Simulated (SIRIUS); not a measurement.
# Ta (Im-3m) in SIRIUS: further runs, part 2 of 3

SIRIUS 7.12.0. The steps go on from the part before.

### 4 Equation of state, PBE, 17.65 Å³/atom (volume scaled by 0.98)

sirius.json

```json
{
  "control": {
    "processing_unit": "cpu",
    "std_evp_solver_name": "lapack",
    "gen_evp_solver_name": "lapack",
    "verbosity": 2,
    "print_forces": false,
    "ortho_rf": true,
    "use_second_variation": true,
    "rmt_max": 3.0,
    "num_bands_to_print": 22,
    "save_wf": true
  },
  "parameters": {
    "electronic_structure_method": "full_potential_lapwlo",
    "xc_functionals": ["XC_GGA_X_PBE", "XC_GGA_C_PBE"],
    "core_relativity": "dirac",
    "valence_relativity": "iora",
    "num_fv_states": 22,
    "smearing": "fermi_dirac",
    "smearing_width": 0.0018374661,
    "pw_cutoff": 20,
    "gk_cutoff": 3.54,
    "lmax_apw": 11,
    "lmax_rho": 8,
    "lmax_pot": 8,
    "num_mag_dims": 0,
    "auto_rmt": 0,
    "ngridk": [11, 11, 11],
    "shiftk": [0, 0, 0],
    "num_dft_iter": 80,
    "energy_tol": 1e-07,
    "density_tol": 1e-05,
    "use_symmetry": true
  },
  "settings": {"tol_ne": 1e-10},
  "iterative_solver": {"type": "exact"},
  "mixer": {"type": "anderson", "beta": 0.5, "max_history": 8},
  "unit_cell": {
    "lattice_vectors": [
      [-3.0995235929, 3.0995235929, 3.0995235929],
      [3.0995235929, -3.0995235929, 3.0995235929],
      [3.0995235929, 3.0995235929, -3.0995235929]
    ],
    "atom_types": ["Ta"],
    "atom_files": {"Ta": "Ta.json"},
    "atoms": {"Ta": [[0.0, 0.0, 0.0]]}
  }
}
```

Ta.json

```json
{
  "name": "tantalum",
  "symbol": "Ta",
  "number": 73,
  "mass": 180.94788,
  "rmin": 1e-06,
  "rmt": 2.6,
  "nrmt": 800,
  "rinf": 15.8,
  "core": "1s2s2p3s3p3d4s4p4d",
  "valence": [
    {"basis": [{"enu": 0.21, "dme": 0, "n": 0, "auto": 0}, {"enu": 0.21, "dme": 1, "n": 0, "auto": 0}]},
    {"l": 0, "n": 1, "basis": [{"enu": 0.31, "dme": 0, "n": 0, "auto": 0}]},
    {"l": 1, "n": 2, "basis": [{"enu": 0.31, "dme": 0, "n": 0, "auto": 0}]},
    {"l": 2, "n": 3, "basis": [{"enu": 0.31, "dme": 0, "n": 0, "auto": 0}]},
    {"l": 3, "n": 4, "basis": [{"enu": 0.31, "dme": 0, "n": 0, "auto": 0}]},
    {"l": 4, "n": 5, "basis": [{"enu": 0.31, "dme": 0, "n": 0, "auto": 0}]}
  ],
  "lo": [
    {"l": 0, "basis": [{"enu": 0.31, "dme": 0, "n": 0, "auto": 0}, {"enu": 0.31, "dme": 1, "n": 0, "auto": 0}]},
    {
      "l": 0,
      "basis": [{"enu": -2.2272, "dme": 0, "n": 5, "auto": 1}, {"enu": -2.2272, "dme": 1, "n": 5, "auto": 1}]
    },
    {
      "l": 0,
      "basis": [{"enu": -2.2272, "dme": 1, "n": 5, "auto": 1}, {"enu": 0.31, "dme": 0, "n": 0, "auto": 0}]
    },
    {"l": 0, "basis": [{"enu": 0.31, "dme": 0, "n": 0, "auto": 0}, {"enu": 2.6769, "dme": 0, "n": 0, "auto": 0}]},
    {"l": 1, "basis": [{"enu": 0.31, "dme": 0, "n": 0, "auto": 0}, {"enu": 0.31, "dme": 1, "n": 0, "auto": 0}]},
    {
      "l": 1,
      "basis": [{"enu": -1.0003, "dme": 0, "n": 5, "auto": 1}, {"enu": -1.0003, "dme": 1, "n": 5, "auto": 1}]
    },
    {
      "l": 1,
      "basis": [{"enu": -1.0003, "dme": 1, "n": 5, "auto": 1}, {"enu": 0.31, "dme": 0, "n": 0, "auto": 0}]
    },
    {"l": 1, "basis": [{"enu": 0.31, "dme": 0, "n": 0, "auto": 0}, {"enu": 3.0319, "dme": 0, "n": 0, "auto": 0}]},
    {"l": 2, "basis": [{"enu": 0.31, "dme": 0, "n": 0, "auto": 0}, {"enu": 0.31, "dme": 1, "n": 0, "auto": 0}]},
    {"l": 2, "basis": [{"enu": 0.31, "dme": 1, "n": 0, "auto": 0}, {"enu": 0.31, "dme": 2, "n": 0, "auto": 0}]},
    {"l": 2, "basis": [{"enu": 0.31, "dme": 0, "n": 0, "auto": 0}, {"enu": 2.6177, "dme": 0, "n": 0, "auto": 0}]},
    {"l": 3, "basis": [{"enu": 0.31, "dme": 0, "n": 0, "auto": 0}, {"enu": 0.31, "dme": 1, "n": 0, "auto": 0}]},
    {
      "l": 3,
      "basis": [{"enu": -0.4747, "dme": 0, "n": 4, "auto": 1}, {"enu": -0.4747, "dme": 1, "n": 4, "auto": 1}]
    },
    {
      "l": 3,
      "basis": [{"enu": -0.4747, "dme": 1, "n": 4, "auto": 1}, {"enu": 0.31, "dme": 0, "n": 0, "auto": 0}]
    },
    {"l": 3, "basis": [{"enu": 0.31, "dme": 0, "n": 0, "auto": 0}, {"enu": 3.742, "dme": 0, "n": 0, "auto": 0}]},
    {"l": 4, "basis": [{"enu": 0.31, "dme": 0, "n": 0, "auto": 0}, {"enu": 0.31, "dme": 1, "n": 0, "auto": 0}]},
    {"l": 4, "basis": [{"enu": 0.31, "dme": 0, "n": 0, "auto": 0}, {"enu": 3.1502, "dme": 0, "n": 0, "auto": 0}]}
  ],
  "free_atom": [... radial grid and density of the free atom, the start of the SCF ...]
}
```

sirius_start.json

```json
{
  "control": {
    "processing_unit": "cpu",
    "std_evp_solver_name": "lapack",
    "gen_evp_solver_name": "lapack",
    "verbosity": 1,
    "print_forces": false,
    "ortho_rf": true,
    "use_second_variation": true,
    "rmt_max": 3.0,
    "num_bands_to_print": 22,
    "save_wf": false
  },
  "parameters": {
    "electronic_structure_method": "full_potential_lapwlo",
    "xc_functionals": ["XC_LDA_X", "XC_LDA_C_PW"],
    "core_relativity": "dirac",
    "valence_relativity": "iora",
    "num_fv_states": 22,
    "smearing": "fermi_dirac",
    "smearing_width": 0.0055123983,
    "pw_cutoff": 20,
    "gk_cutoff": 2.83,
    "lmax_apw": 11,
    "lmax_rho": 8,
    "lmax_pot": 8,
    "num_mag_dims": 0,
    "auto_rmt": 0,
    "ngridk": [4, 4, 4],
    "shiftk": [0, 0, 0],
    "num_dft_iter": 30,
    "energy_tol": 0.01,
    "density_tol": 0.05,
    "use_symmetry": true
  },
  "settings": {"tol_ne": 1e-10},
  "iterative_solver": {"type": "exact"},
  "mixer": {"type": "anderson", "beta": 0.5, "max_history": 8},
  "unit_cell": {
    "lattice_vectors": [
      [-3.0995235929, 3.0995235929, 3.0995235929],
      [3.0995235929, -3.0995235929, 3.0995235929],
      [3.0995235929, 3.0995235929, -3.0995235929]
    ],
    "atom_types": ["Ta"],
    "atom_files": {"Ta": "Ta.json"},
    "atoms": {"Ta": [[0.0, 0.0, 0.0]]}
  }
}
```

Run with:

```sh
> OMP_NUM_THREADS=1 sirius.scf --input=sirius_start.json --output=start.json
> OMP_NUM_THREADS=1 sirius.scf --input=sirius.json --output=output.json --task=1
```

Wall time 41 s (1 thread of Arm Neoverse V1, shared host); peak memory 0.34 GiB.

The run converged. Its results:

* Free energy: -425208.3368 eV
* Band gap on the k mesh: none (metal or under the smearing width)
* All electrons inside the program's atomic spheres: Ta 71.27 (radii Ta 2.6 bohr)

### 5 Equation of state, PBE, 18.01 Å³/atom

sirius.json: that of step 4 with these lines changed.

```diff
@@ -40,5 +40,5 @@
     "lattice_vectors": [
-      [-3.0995235929, 3.0995235929, 3.0995235929],
-      [3.0995235929, -3.0995235929, 3.0995235929],
-      [3.0995235929, 3.0995235929, -3.0995235929]
+      [-3.1204669551, 3.1204669551, 3.1204669551],
+      [3.1204669551, -3.1204669551, 3.1204669551],
+      [3.1204669551, 3.1204669551, -3.1204669551]
     ],
```

Ta.json

```json
{
  "name": "tantalum",
  "symbol": "Ta",
  "number": 73,
  "mass": 180.94788,
  "rmin": 1e-06,
  "rmt": 2.6,
  "nrmt": 800,
  "rinf": 15.8,
  "core": "1s2s2p3s3p3d4s4p4d",
  "valence": [
    {"basis": [{"enu": 0.2, "dme": 0, "n": 0, "auto": 0}, {"enu": 0.2, "dme": 1, "n": 0, "auto": 0}]},
    {"l": 0, "n": 1, "basis": [{"enu": 0.3, "dme": 0, "n": 0, "auto": 0}]},
    {"l": 1, "n": 2, "basis": [{"enu": 0.3, "dme": 0, "n": 0, "auto": 0}]},
    {"l": 2, "n": 3, "basis": [{"enu": 0.3, "dme": 0, "n": 0, "auto": 0}]},
    {"l": 3, "n": 4, "basis": [{"enu": 0.3, "dme": 0, "n": 0, "auto": 0}]},
    {"l": 4, "n": 5, "basis": [{"enu": 0.3, "dme": 0, "n": 0, "auto": 0}]}
  ],
  "lo": [
    {"l": 0, "basis": [{"enu": 0.3, "dme": 0, "n": 0, "auto": 0}, {"enu": 0.3, "dme": 1, "n": 0, "auto": 0}]},
    {
      "l": 0,
      "basis": [{"enu": -2.2372, "dme": 0, "n": 5, "auto": 1}, {"enu": -2.2372, "dme": 1, "n": 5, "auto": 1}]
    },
    {"l": 0, "basis": [{"enu": -2.2372, "dme": 1, "n": 5, "auto": 1}, {"enu": 0.3, "dme": 0, "n": 0, "auto": 0}]},
    {"l": 0, "basis": [{"enu": 0.3, "dme": 0, "n": 0, "auto": 0}, {"enu": 2.6669, "dme": 0, "n": 0, "auto": 0}]},
    {"l": 1, "basis": [{"enu": 0.3, "dme": 0, "n": 0, "auto": 0}, {"enu": 0.3, "dme": 1, "n": 0, "auto": 0}]},
    {
      "l": 1,
      "basis": [{"enu": -1.0103, "dme": 0, "n": 5, "auto": 1}, {"enu": -1.0103, "dme": 1, "n": 5, "auto": 1}]
    },
    {"l": 1, "basis": [{"enu": -1.0103, "dme": 1, "n": 5, "auto": 1}, {"enu": 0.3, "dme": 0, "n": 0, "auto": 0}]},
    {"l": 1, "basis": [{"enu": 0.3, "dme": 0, "n": 0, "auto": 0}, {"enu": 3.0219, "dme": 0, "n": 0, "auto": 0}]},
    {"l": 2, "basis": [{"enu": 0.3, "dme": 0, "n": 0, "auto": 0}, {"enu": 0.3, "dme": 1, "n": 0, "auto": 0}]},
    {"l": 2, "basis": [{"enu": 0.3, "dme": 1, "n": 0, "auto": 0}, {"enu": 0.3, "dme": 2, "n": 0, "auto": 0}]},
    {"l": 2, "basis": [{"enu": 0.3, "dme": 0, "n": 0, "auto": 0}, {"enu": 2.6077, "dme": 0, "n": 0, "auto": 0}]},
    {"l": 3, "basis": [{"enu": 0.3, "dme": 0, "n": 0, "auto": 0}, {"enu": 0.3, "dme": 1, "n": 0, "auto": 0}]},
    {
      "l": 3,
      "basis": [{"enu": -0.4847, "dme": 0, "n": 4, "auto": 1}, {"enu": -0.4847, "dme": 1, "n": 4, "auto": 1}]
    },
    {"l": 3, "basis": [{"enu": -0.4847, "dme": 1, "n": 4, "auto": 1}, {"enu": 0.3, "dme": 0, "n": 0, "auto": 0}]},
    {"l": 3, "basis": [{"enu": 0.3, "dme": 0, "n": 0, "auto": 0}, {"enu": 3.732, "dme": 0, "n": 0, "auto": 0}]},
    {"l": 4, "basis": [{"enu": 0.3, "dme": 0, "n": 0, "auto": 0}, {"enu": 0.3, "dme": 1, "n": 0, "auto": 0}]},
    {"l": 4, "basis": [{"enu": 0.3, "dme": 0, "n": 0, "auto": 0}, {"enu": 3.1402, "dme": 0, "n": 0, "auto": 0}]}
  ],
  "free_atom": [... radial grid and density of the free atom, the start of the SCF ...]
}
```

sirius_start.json: that of step 4 with these lines changed.

```diff
@@ -40,5 +40,5 @@
     "lattice_vectors": [
-      [-3.0995235929, 3.0995235929, 3.0995235929],
-      [3.0995235929, -3.0995235929, 3.0995235929],
-      [3.0995235929, 3.0995235929, -3.0995235929]
+      [-3.1204669551, 3.1204669551, 3.1204669551],
+      [3.1204669551, -3.1204669551, 3.1204669551],
+      [3.1204669551, 3.1204669551, -3.1204669551]
     ],
```

Run with:

```sh
> OMP_NUM_THREADS=1 sirius.scf --input=sirius_start.json --output=start.json
> OMP_NUM_THREADS=1 sirius.scf --input=sirius.json --output=output.json --task=1
```

It took 41 s on 1 thread of Arm Neoverse V1, shared host; peak memory 0.34 GiB.

It converged, with:

- Free energy: -425208.3473 eV
- Band gap on the k mesh: none (metal or under the smearing width)
- All electrons inside the program's atomic spheres: Ta 71.22 (radii Ta 2.6 bohr)

### 6 Equation of state, PBE, 18.37 Å³/atom (volume scaled by 1.02)

sirius.json: that of step 5 with these lines changed.

```diff
@@ -40,5 +40,5 @@
     "lattice_vectors": [
-      [-3.1204669551, 3.1204669551, 3.1204669551],
-      [3.1204669551, -3.1204669551, 3.1204669551],
-      [3.1204669551, 3.1204669551, -3.1204669551]
+      [-3.1411329013, 3.1411329013, 3.1411329013],
+      [3.1411329013, -3.1411329013, 3.1411329013],
+      [3.1411329013, 3.1411329013, -3.1411329013]
     ],
```

Ta.json

```json
{
  "name": "tantalum",
  "symbol": "Ta",
  "number": 73,
  "mass": 180.94788,
  "rmin": 1e-06,
  "rmt": 2.6,
  "nrmt": 800,
  "rinf": 15.8,
  "core": "1s2s2p3s3p3d4s4p4d",
  "valence": [
    {"basis": [{"enu": 0.19, "dme": 0, "n": 0, "auto": 0}, {"enu": 0.19, "dme": 1, "n": 0, "auto": 0}]},
    {"l": 0, "n": 1, "basis": [{"enu": 0.29, "dme": 0, "n": 0, "auto": 0}]},
    {"l": 1, "n": 2, "basis": [{"enu": 0.29, "dme": 0, "n": 0, "auto": 0}]},
    {"l": 2, "n": 3, "basis": [{"enu": 0.29, "dme": 0, "n": 0, "auto": 0}]},
    {"l": 3, "n": 4, "basis": [{"enu": 0.29, "dme": 0, "n": 0, "auto": 0}]},
    {"l": 4, "n": 5, "basis": [{"enu": 0.29, "dme": 0, "n": 0, "auto": 0}]}
  ],
  "lo": [
    {"l": 0, "basis": [{"enu": 0.29, "dme": 0, "n": 0, "auto": 0}, {"enu": 0.29, "dme": 1, "n": 0, "auto": 0}]},
    {
      "l": 0,
      "basis": [{"enu": -2.2472, "dme": 0, "n": 5, "auto": 1}, {"enu": -2.2472, "dme": 1, "n": 5, "auto": 1}]
    },
    {
      "l": 0,
      "basis": [{"enu": -2.2472, "dme": 1, "n": 5, "auto": 1}, {"enu": 0.29, "dme": 0, "n": 0, "auto": 0}]
    },
    {"l": 0, "basis": [{"enu": 0.29, "dme": 0, "n": 0, "auto": 0}, {"enu": 2.6569, "dme": 0, "n": 0, "auto": 0}]},
    {"l": 1, "basis": [{"enu": 0.29, "dme": 0, "n": 0, "auto": 0}, {"enu": 0.29, "dme": 1, "n": 0, "auto": 0}]},
    {
      "l": 1,
      "basis": [{"enu": -1.0203, "dme": 0, "n": 5, "auto": 1}, {"enu": -1.0203, "dme": 1, "n": 5, "auto": 1}]
    },
    {
      "l": 1,
      "basis": [{"enu": -1.0203, "dme": 1, "n": 5, "auto": 1}, {"enu": 0.29, "dme": 0, "n": 0, "auto": 0}]
    },
    {"l": 1, "basis": [{"enu": 0.29, "dme": 0, "n": 0, "auto": 0}, {"enu": 3.0119, "dme": 0, "n": 0, "auto": 0}]},
    {"l": 2, "basis": [{"enu": 0.29, "dme": 0, "n": 0, "auto": 0}, {"enu": 0.29, "dme": 1, "n": 0, "auto": 0}]},
    {"l": 2, "basis": [{"enu": 0.29, "dme": 1, "n": 0, "auto": 0}, {"enu": 0.29, "dme": 2, "n": 0, "auto": 0}]},
    {"l": 2, "basis": [{"enu": 0.29, "dme": 0, "n": 0, "auto": 0}, {"enu": 2.5977, "dme": 0, "n": 0, "auto": 0}]},
    {"l": 3, "basis": [{"enu": 0.29, "dme": 0, "n": 0, "auto": 0}, {"enu": 0.29, "dme": 1, "n": 0, "auto": 0}]},
    {
      "l": 3,
      "basis": [{"enu": -0.4947, "dme": 0, "n": 4, "auto": 1}, {"enu": -0.4947, "dme": 1, "n": 4, "auto": 1}]
    },
    {
      "l": 3,
      "basis": [{"enu": -0.4947, "dme": 1, "n": 4, "auto": 1}, {"enu": 0.29, "dme": 0, "n": 0, "auto": 0}]
    },
    {"l": 3, "basis": [{"enu": 0.29, "dme": 0, "n": 0, "auto": 0}, {"enu": 3.722, "dme": 0, "n": 0, "auto": 0}]},
    {"l": 4, "basis": [{"enu": 0.29, "dme": 0, "n": 0, "auto": 0}, {"enu": 0.29, "dme": 1, "n": 0, "auto": 0}]},
    {"l": 4, "basis": [{"enu": 0.29, "dme": 0, "n": 0, "auto": 0}, {"enu": 3.1302, "dme": 0, "n": 0, "auto": 0}]}
  ],
  "free_atom": [... radial grid and density of the free atom, the start of the SCF ...]
}
```

sirius_start.json: that of step 5 with these lines changed.

```diff
@@ -40,5 +40,5 @@
     "lattice_vectors": [
-      [-3.1204669551, 3.1204669551, 3.1204669551],
-      [3.1204669551, -3.1204669551, 3.1204669551],
-      [3.1204669551, 3.1204669551, -3.1204669551]
+      [-3.1411329013, 3.1411329013, 3.1411329013],
+      [3.1411329013, -3.1411329013, 3.1411329013],
+      [3.1411329013, 3.1411329013, -3.1411329013]
     ],
```

Potentials or basis: all-electron FP-LAPW, apw+lo standard.

Run with:

```sh
> OMP_NUM_THREADS=1 sirius.scf --input=sirius_start.json --output=start.json
> OMP_NUM_THREADS=1 sirius.scf --input=sirius.json --output=output.json --task=1
```

Wall time 41 s (1 thread of Arm Neoverse V1, shared host); peak memory 0.34 GiB.

It converged, with:

* Free energy: -425208.3483 eV
* Band gap on the k mesh: none (metal or under the smearing width)
* All electrons inside the program's atomic spheres: Ta 71.17 (radii Ta 2.6 bohr)

### 7 Equation of state, PBE, 18.73 Å³/atom (volume scaled by 1.04)

sirius.json: that of step 6 with these lines changed.

```diff
@@ -40,5 +40,5 @@
     "lattice_vectors": [
-      [-3.1411329013, 3.1411329013, 3.1411329013],
-      [3.1411329013, -3.1411329013, 3.1411329013],
-      [3.1411329013, 3.1411329013, -3.1411329013]
+      [-3.1615304398, 3.1615304398, 3.1615304398],
+      [3.1615304398, -3.1615304398, 3.1615304398],
+      [3.1615304398, 3.1615304398, -3.1615304398]
     ],
```

Ta.json

```json
{
  "name": "tantalum",
  "symbol": "Ta",
  "number": 73,
  "mass": 180.94788,
  "rmin": 1e-06,
  "rmt": 2.6,
  "nrmt": 800,
  "rinf": 15.8,
  "core": "1s2s2p3s3p3d4s4p4d",
  "valence": [
    {"basis": [{"enu": 0.18, "dme": 0, "n": 0, "auto": 0}, {"enu": 0.18, "dme": 1, "n": 0, "auto": 0}]},
    {"l": 0, "n": 1, "basis": [{"enu": 0.28, "dme": 0, "n": 0, "auto": 0}]},
    {"l": 1, "n": 2, "basis": [{"enu": 0.28, "dme": 0, "n": 0, "auto": 0}]},
    {"l": 2, "n": 3, "basis": [{"enu": 0.28, "dme": 0, "n": 0, "auto": 0}]},
    {"l": 3, "n": 4, "basis": [{"enu": 0.28, "dme": 0, "n": 0, "auto": 0}]},
    {"l": 4, "n": 5, "basis": [{"enu": 0.28, "dme": 0, "n": 0, "auto": 0}]}
  ],
  "lo": [
    {"l": 0, "basis": [{"enu": 0.28, "dme": 0, "n": 0, "auto": 0}, {"enu": 0.28, "dme": 1, "n": 0, "auto": 0}]},
    {
      "l": 0,
      "basis": [{"enu": -2.2572, "dme": 0, "n": 5, "auto": 1}, {"enu": -2.2572, "dme": 1, "n": 5, "auto": 1}]
    },
    {
      "l": 0,
      "basis": [{"enu": -2.2572, "dme": 1, "n": 5, "auto": 1}, {"enu": 0.28, "dme": 0, "n": 0, "auto": 0}]
    },
    {"l": 0, "basis": [{"enu": 0.28, "dme": 0, "n": 0, "auto": 0}, {"enu": 2.6469, "dme": 0, "n": 0, "auto": 0}]},
    {"l": 1, "basis": [{"enu": 0.28, "dme": 0, "n": 0, "auto": 0}, {"enu": 0.28, "dme": 1, "n": 0, "auto": 0}]},
    {
      "l": 1,
      "basis": [{"enu": -1.0303, "dme": 0, "n": 5, "auto": 1}, {"enu": -1.0303, "dme": 1, "n": 5, "auto": 1}]
    },
    {
      "l": 1,
      "basis": [{"enu": -1.0303, "dme": 1, "n": 5, "auto": 1}, {"enu": 0.28, "dme": 0, "n": 0, "auto": 0}]
    },
    {"l": 1, "basis": [{"enu": 0.28, "dme": 0, "n": 0, "auto": 0}, {"enu": 3.0019, "dme": 0, "n": 0, "auto": 0}]},
    {"l": 2, "basis": [{"enu": 0.28, "dme": 0, "n": 0, "auto": 0}, {"enu": 0.28, "dme": 1, "n": 0, "auto": 0}]},
    {"l": 2, "basis": [{"enu": 0.28, "dme": 1, "n": 0, "auto": 0}, {"enu": 0.28, "dme": 2, "n": 0, "auto": 0}]},
    {"l": 2, "basis": [{"enu": 0.28, "dme": 0, "n": 0, "auto": 0}, {"enu": 2.5877, "dme": 0, "n": 0, "auto": 0}]},
    {"l": 3, "basis": [{"enu": 0.28, "dme": 0, "n": 0, "auto": 0}, {"enu": 0.28, "dme": 1, "n": 0, "auto": 0}]},
    {
      "l": 3,
      "basis": [{"enu": -0.5047, "dme": 0, "n": 4, "auto": 1}, {"enu": -0.5047, "dme": 1, "n": 4, "auto": 1}]
    },
    {
      "l": 3,
      "basis": [{"enu": -0.5047, "dme": 1, "n": 4, "auto": 1}, {"enu": 0.28, "dme": 0, "n": 0, "auto": 0}]
    },
    {"l": 3, "basis": [{"enu": 0.28, "dme": 0, "n": 0, "auto": 0}, {"enu": 3.712, "dme": 0, "n": 0, "auto": 0}]},
    {"l": 4, "basis": [{"enu": 0.28, "dme": 0, "n": 0, "auto": 0}, {"enu": 0.28, "dme": 1, "n": 0, "auto": 0}]},
    {"l": 4, "basis": [{"enu": 0.28, "dme": 0, "n": 0, "auto": 0}, {"enu": 3.1202, "dme": 0, "n": 0, "auto": 0}]}
  ],
  "free_atom": [... radial grid and density of the free atom, the start of the SCF ...]
}
```

sirius_start.json: that of step 6 with these lines changed.

```diff
@@ -40,5 +40,5 @@
     "lattice_vectors": [
-      [-3.1411329013, 3.1411329013, 3.1411329013],
-      [3.1411329013, -3.1411329013, 3.1411329013],
-      [3.1411329013, 3.1411329013, -3.1411329013]
+      [-3.1615304398, 3.1615304398, 3.1615304398],
+      [3.1615304398, -3.1615304398, 3.1615304398],
+      [3.1615304398, 3.1615304398, -3.1615304398]
     ],
```

Run with:

```sh
> OMP_NUM_THREADS=1 sirius.scf --input=sirius_start.json --output=start.json
> OMP_NUM_THREADS=1 sirius.scf --input=sirius.json --output=output.json --task=1
```

It took 41 s on 1 thread of Arm Neoverse V1, shared host; peak memory 0.35 GiB.

Results (log left out):

```yaml
Free_energy: -425208.3411 eV
Band_gap_on_the_k_mesh: none (metal or under the smearing width)
All_electrons_inside_the_program's_atomic_spheres: Ta 71.13 (radii Ta 2.6 bohr)
```

(Part 2 of 3 ends here.)
